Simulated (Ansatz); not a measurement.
# ZrSiO4: a line through a two-coordinate scan, part 2 of 2

Aim: follow the energy of ZrSiO4 (I4_1/amd, No. 141; 12 atoms in the cell) along one coordinate, volume per atom, with the other held at c/a of the conventional cell = 0.945.

Ansatz 0.2.0; DFT PBEsol, scalar-relativistic, plane waves, PAW. Earlier steps stand in the parts before.

### Step 7. Grid point (10.904 Å³, 0.945)

The input, input.yaml:

```yaml
crystal:
  lattice:
    - [-3.2586054517, 3.2586054517, 3.0806855941]
    - [3.2586054517, -3.2586054517, 3.0806855941]
    - [3.2586054517, 3.2586054517, -3.0806855941]
  atoms:
    - { symbol: Zr, position: [0.75, 0.25, 0.5] }
    - { symbol: Zr, position: [0.0, 0.0, 0.0] }
    - { symbol: Si, position: [0.25, 0.75, 0.5] }
    - { symbol: Si, position: [0.5, 0.5, 0.0] }
    - { symbol: O, position: [0.1345817308, 0.3189709775, 0.8156107533] }
    - { symbol: O, position: [0.0689709775, 0.7533602242, 0.6843892467] }
    - { symbol: O, position: [0.5033602242, 0.3189709775, 0.1843892467] }
    - { symbol: O, position: [0.0689709775, 0.3845817308, 0.3156107533] }
    - { symbol: O, position: [0.6154182692, 0.9310290225, 0.6843892467] }
    - { symbol: O, position: [0.6810290225, 0.8654182692, 0.1843892467] }
    - { symbol: O, position: [0.2466397758, 0.9310290225, 0.3156107533] }
    - { symbol: O, position: [0.6810290225, 0.4966397758, 0.8156107533] }
basis:
  ecutwfc: 520.0
kpoints:
  mp_grid: { grid: [6, 6, 6] }
hamiltonian:
  xc: pbesol
  pseudopotentials: { kind: paw, azcp: { folder: soft_1 } }
scf:
  occupations: { method: gaussian, width: 0.05 }
output:
  forces: true
  stress: true
  eigenvalues: true
```

Command:

```console
ansatz run input.yaml --threads 4 --pin off --max-ram 8192MiB --backend cpu --events-out ev --progress --plain --runs-dir out
```

What it wrote (excerpt; [...] marks lines left out):

```text
[...]
SCF converged after 8 iterations
Free energy (F): -14005.184850 eV
[...]
E sigma→0 (E₀):  -14005.184850 eV
Fermi energy:    10.326777 eV
[...]
--- Forces (eV/Å), atoms counted from 1 ---
  atom   1  Zr     0.00000000     0.00000000     0.00000000
  atom   2  Zr     0.00000000     0.00000000     0.00000000
  atom   3  Si    -0.00000000     0.00000000     0.00000000
  atom   4  Si     0.00000000     0.00000000     0.00000000
  atom   5  O     -0.00000000    -0.02072049     0.17289099
  atom   6  O      0.02072049     0.00000000     0.17289099
  atom   7  O      0.00000000     0.02072049     0.17289099
  atom   8  O     -0.02072049    -0.00000000     0.17289099
[...]
--- Stress (GPa, compression-positive) ---
        3.005755       0.000000       0.000000
        0.000000       3.005755       0.000000
        0.000000       0.000000      -9.088069
  P = ⅓ Tr σ = -1.0255 GPa (-10.255 kbar)
--- Band table (eV; the first three rows and the last of 30) ---
[...]
```

Wall time 9.2 s (4 threads of Arm Neoverse N1, shared host); peak memory 0.66 GiB.

On the map this point reads 13 meV/atom.

### Step 8. Grid point (11.558 Å³, 0.945)

Edit input.yaml of step 7 so:

```diff
@@ -2,5 +2,5 @@
   lattice:
-    - [-3.2586054517, 3.2586054517, 3.0806855941]
-    - [3.2586054517, -3.2586054517, 3.0806855941]
-    - [3.2586054517, 3.2586054517, -3.0806855941]
+    - [-3.3224831133, 3.3224831133, 3.1410755353]
+    - [3.3224831133, -3.3224831133, 3.1410755353]
+    - [3.3224831133, 3.3224831133, -3.1410755353]
   atoms:
```

Command:

```console
ansatz run input.yaml --threads 4 --pin off --max-ram 8192MiB --backend cpu --events-out ev --progress --plain --runs-dir out
```

What it wrote (excerpt; [...] marks lines left out):

```text
Warning: <dir> the record states the generating functional pbe (its physics header spells it `PBE`), which answers neither for hamiltonian.xc's functional nor for the pbesol family's — results may be inconsistent (PPs are generated against a specific XC)
[...]
Warning: RAYON_NUM_THREADS=4 ignored (pool sized by the plan → 4); use --threads N
[...]
Pseudopotentials: kind: paw
Pseudopotential: Zr, paw, valence charge 12, recommended cutoff 420 eV (normal), <dir>
Pseudopotential: Si, paw, valence charge 4, recommended cutoff 420 eV (normal), <dir>
Pseudopotential: O, paw, valence charge 6, recommended cutoff 420 eV (normal), <dir>
Functional definition: PBEsol
[...]
Crystal: 12 atoms, lattice volume = 138.696 Å³
Basis set: ecut = 520 eV, 3763 PW (Γ), exchange–correlation on 90×90×90 points (8 copies of the dense FFT grid, shifted against one another)
Bands: 52, of which v1, the nominal top of the filled ones, is band 40 counted from 1 (39 counted from 0)
Symmetry: 16 space group operations
[...]
SCF iter   8: F=-14004.819514 eV  HF=-14004.819514 eV  |F-HF|=7.50e-9  |Δ(HF+E_count)|=   9.24e-8  Δρ=2.13e-6  dr2=7.67e-9  ethr=1.25e-10  ⟨swp⟩=9.9  Hψ=6337  notcnv=0
[...]
SCF converged after 8 iterations
Free energy (F): -14004.819514 eV
[...]
E sigma→0 (E₀):  -14004.819514 eV
Fermi energy:    9.451336 eV
[...]
--- Forces (eV/Å), atoms counted from 1 ---
  atom   1  Zr    -0.00000000     0.00000000     0.00000000
  atom   2  Zr    -0.00000000    -0.00000000     0.00000000
  atom   3  Si     0.00000000     0.00000000     0.00000000
  atom   4  Si     0.00000000     0.00000000     0.00000000
  atom   5  O      0.00000000     0.31614110     0.36788398
  atom   6  O     -0.31614110     0.00000000     0.36788398
  atom   7  O     -0.00000000    -0.31614110     0.36788398
  atom   8  O      0.31614110    -0.00000000     0.36788398
[...]
--- Stress (GPa, compression-positive) ---
       -9.023193       0.000000       0.000000
        0.000000      -9.023193      -0.000000
        0.000000       0.000000     -21.716027
  P = ⅓ Tr σ = -13.2541 GPa (-132.541 kbar)
--- Band table (eV; the first three rows and the last of 30) ---
[...]
```

Run time: 8.7 s. Hardware: 4 threads of Arm Neoverse N1, shared host; peak memory 0.68 GiB.

That is 43 meV/atom from the zero.

### Step 9. Point (11.885 Å³, 0.945)

Edit input.yaml of step 8 so:

```diff
@@ -2,5 +2,5 @@
   lattice:
-    - [-3.3224831133, 3.3224831133, 3.1410755353]
-    - [3.3224831133, -3.3224831133, 3.1410755353]
-    - [3.3224831133, 3.3224831133, -3.1410755353]
+    - [-3.3535255095, 3.3535255095, 3.1704230167]
+    - [3.3535255095, -3.3535255095, 3.1704230167]
+    - [3.3535255095, 3.3535255095, -3.1704230167]
   atoms:
@@ -31 +31,5 @@
   eigenvalues: true
+  write_density: true
+  write_potential: true
+  elf: true
+  volumetric_format: npy
```

Command:

```console
ansatz run input.yaml --threads 4 --pin off --max-ram 8192MiB --backend cpu --events-out ev --progress --plain --runs-dir out
```

What it wrote (excerpt; [...] marks lines left out):

```text
[...]
SCF converged after 8 iterations
Free energy (F): -14004.434420 eV
[...]
E sigma→0 (E₀):  -14004.434420 eV
Fermi energy:    9.044839 eV
[...]
--- Forces (eV/Å), atoms counted from 1 ---
  atom   1  Zr     0.00000000    -0.00000000     0.00000000
  atom   2  Zr     0.00000000    -0.00000000     0.00000000
  atom   3  Si     0.00000000    -0.00000000     0.00000000
  atom   4  Si     0.00000000     0.00000000     0.00000000
  atom   5  O     -0.00000000     0.46167029     0.45083993
  atom   6  O     -0.46167029     0.00000000     0.45083993
  atom   7  O      0.00000000    -0.46167029     0.45083993
  atom   8  O      0.46167029     0.00000000     0.45083993
[...]
--- Stress (GPa, compression-positive) ---
      -13.767386       0.000000       0.000000
        0.000000     -13.767386      -0.000000
        0.000000       0.000000     -26.664493
  P = ⅓ Tr σ = -18.0664 GPa (-180.664 kbar)
--- Band table (eV; the first three rows and the last of 30) ---
[...]
```

It took 12 s on 4 threads of Arm Neoverse N1, shared host; peak memory 0.69 GiB.

Axes a, b and c in the maps are those of this run's conventional cell (a, b, c = 6.707, 6.707, 6.341 Å).

Density in a lattice plane of the grid's cell (edges 6.71 and 6.34 Å, at 0.000 of the third edge), which holds Zr and Si and O.

Ten even steps from ' ' (0.04 e/Å³) to '@' (7.53 e/Å³):
```
++++--..        ..              ..        ..--++
::::..                ......                ..::
                    ::--==--::                  
      ..::::..    ..==++++++==..    ..::::..    
    ..==####--..  ..--++++++--..  ..--####==..  
    ..++@@@@==..    ::--==--::    ..==@@@@++..  
    ..--====::        ......        ::====--..  
      ....                              ....    
                                                
                                                
                                                
                                                
                                                
                                                
            ..::::....      ....::::..          
::::..    ..--####==..      ..==####--..    ..::
++++--..  ..==@@@@++..      ..++@@@@++..  ..--++
==++==..    ::====::..      ..::====::    ..==++
```
Columns run along the first of these edges and rows up along the second, over one cell in 24 and 18 even steps from the bottom left corner. Atoms in the plane (fractional): Zr at (0.50, 0.75), Zr at (0.00, 0.00), Si at (0.50, 0.25), Si at (0.00, 0.50), O at (0.68, 0.07), O at (0.32, 0.07), O at (0.18, 0.68), O at (0.82, 0.68).

ELF in the same plane.

Ten even steps from ' ' (0.02) to '@' (0.83):
```
**%%@@++..::**%%@@##==..  ..==##@@%%**::..++@@%%
@@%%++::    ..::::..--++**++--..::::..    ::++%%
::::::==++++--..  --%%@@@@@@%%--  ..--++++==::::
  ::##@@@@@@%%==..**@@**::**@@**..==%%@@@@@@##::
..==%%@@####@@%%--**@@**::**@@**--%%@@####@@%%==
..++@@%%==++@@@@==--%%@@@@@@%%--==@@@@++==%%@@++
::++@@@@%%%%@@%%--  ::++**++::  --%%@@%%%%@@@@++
..--##@@@@%%##==..              ..==##%%@@@@##--
++::::++++==::                      ::==++++::::
......::....        ..........        ....::....
::::::..          ..::::::::::..          ..::::
........        ..................        ......
....        ..::----....--....----::..        ..
          ::++**%%%%++::----++%%%%**++::        
::..    ::##%%@@@@@@@@==..==@@@@@@@@%%##::    ..
@@%%++..==@@@@##**%%@@++::++@@%%**##@@@@==..++%%
**%%@@++--@@@@++==%%%%==..==%%%%==++@@@@--==@@%%
  ==@@**::##@@@@@@@@%%--  --%%@@@@@@@@##::**@@==
```
Columns run along the first of these edges and rows up along the second, over one cell in 24 and 18 even steps from the bottom left corner. Atoms in the plane (fractional): Zr at (0.50, 0.75), Zr at (0.00, 0.00), Si at (0.50, 0.25), Si at (0.00, 0.50), O at (0.68, 0.07), O at (0.32, 0.07), O at (0.18, 0.68), O at (0.82, 0.68).

Both are smooth fields of the valence electrons: close to the nuclei they are not physical.

The highest ELF values outside the cores: 0.85 on the O–Si line, 0.7 Å from O; 0.85 beside O, off the lines to its neighbours, 0.7 Å from O; 0.84 in the shell around O, 0.7 Å from O.

That is 75 meV/atom from the zero.

### Step 10. Results

This closing draws on all 2 parts.

| volume per atom (Å³) | step | energy (meV/atom) | slope (meV/atom per Å³) | pressure (GPa) | band gap on the k-mesh (eV) | largest force on an atom (eV/Å) |
| --- | --- | --- | --- | --- | --- | --- |
| 9.596 | 3 | 149 | −241 | 39 | 5.29 | 1.00 |
| 9.923 | 4 | 83 | −164 | 26 | 5.18 | 0.70 |
| 10.250 | 5 | 41 | −98 | 16 | 5.06 | 0.44 |
| 10.577 | 6 | 18 | −42 | 7 | 4.91 | 0.22 |
| 10.904 | 7 | 13 | 6 | −1 | 4.76 | 0.17 |
| 11.231 | – | 22 | 48 | −8 | 4.62 | 0.32 |
| 11.558 | 8 | 43 | 83 | −13 | 4.48 | 0.48 |
| 11.885 | 9 | 75 | 113 | −18 | 4.34 | 0.65 |
| 12.213 | – | 116 | 138 | −22 | 4.20 | 0.79 |

Energies count from the relaxed crystal. Rows without a step come from runs not printed here or follow by symmetry. Slopes come from the forces (and the stress, where the cell changes), not from differences of energies.

In words: Along the line the energy is lowest at 10.904 Å³, 13 meV/atom from the zero. A fit to energies and slopes at the lowest point and its two neighbours puts the minimum at 10.8582 Å³, with a curvature of about 140 meV/atom per (Å³)². V·d²E/dV² there is about 240 GPa, a bulk modulus under this line's constraint. The highest point computed, at 9.596 Å³, lies 137 meV/atom above the lowest. This is one cut through a surface in two coordinates; the map's lowest point lies off it. With the other coordinates free, the energies away from the reference would be the same or lower.

These are semilocal Kohn-Sham gaps, which aren't the measured quantity. Such gaps usually fall short of the measured ones.
